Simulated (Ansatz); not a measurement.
The system is Al2O3.

```xyz
10
Lattice="4.6138 0.0000 0.0000 0.0000 9.5633 0.0000 0.0000 0.0000 3.1199" Properties=species:S:1:pos:R:3 pbc="T T T"
Al    4.5352    7.8856    0.0000
Al    0.0785    1.6777    0.0000
Al    2.2283    6.4593    1.5599
Al    2.3854    3.1040    1.5599
O     2.3069    4.7816    1.5599
O     0.5704    7.2016    1.5599
O     1.7365    2.4200    0.0000
O     2.8773    7.1433    0.0000
O     0.0000    0.0000    0.0000
O     4.0434    2.3617    1.5599
```

Measurements of this composition are mostly on another form, of space group No. 167.

Base run:

| Item | Value |
| --- | --- |
| Program | Ansatz 0.2.0 |
| Functional | LDA |
| Potentials or basis | Ansatz PAW |
| Cutoff | 420 eV (not typed: the program's choice for these potentials) |
| k mesh | 6 × 3 × 9 |
| Occupations | fermi-dirac, width 0.05 eV |
| Spin | no spin polarisation |

Its results: band gap on the k mesh 3.36 eV, direct; pressure -6.5 GPa; largest force 0.203 eV/Å.

Question: The run is repeated on the same cell with these changes: functional from LDA to RPBE. What comes out?

Answer: Band gap on the k mesh 3.69 eV, direct; pressure 3.0 GPa; largest force 0.218 eV/Å.

RPBE binds less tightly than LDA, so the same cell stands under more pressure.

Caveats: the PAW data sets come from PBE, with cores solved anew for the run's functional, which leaves a small shift of forces and pressure.
